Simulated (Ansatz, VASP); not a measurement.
One calculation of HBr, two programs

```
H Br
1.0
     5.44591    0.00000    0.00000
     0.00000    5.44591    0.00000
     0.00000    0.00000    3.34230
H Br
2 2
Direct
  0.00000 0.00000 0.00000
  0.50000 0.50000 0.50000
  0.00000 0.00000 0.50000
  0.50000 0.50000 0.00000
```

Alike in both runs: task single point; functional PBEsol; k mesh 6 × 6 × 8; occupations gaussian, width 0.02 eV; no spin polarisation.

|  | VASP | Ansatz |
| --- | --- | --- |
| version | VASP 6.6.1 | Ansatz 0.2.0 |
| potentials or method | VASP PAW PBE potentials, release 64 (H, Br) | scalar-relativistic, plane waves, PAW |
| plane-wave cutoff (eV) | 520 | 420 |
| valence electrons in the cell | 16 | 16 |

Ansatz gave:

| Quantity | Value |
| --- | --- |
| gap on the k mesh at the Fermi level (eV) | 1.43 |
| least direct gap on the mesh (eV) | 1.72 |
| pressure (GPa) | 0.0 |
| largest component of the traceless stress (GPa) | 0.06 |

Question: Estimate VASP's values.

Answer: gap on the k mesh at the Fermi level (eV): 1.42; least direct gap on the mesh (eV): 1.72; pressure (GPa): 0.0; largest component of the traceless stress (GPa): 0.10.

The functional is the same, so the differences come from potentials, cutoffs and numerics.

Caveats: the PAW data sets were made with another functional, which shifts forces and pressure a little (VASP). A k mesh can miss the band edges.
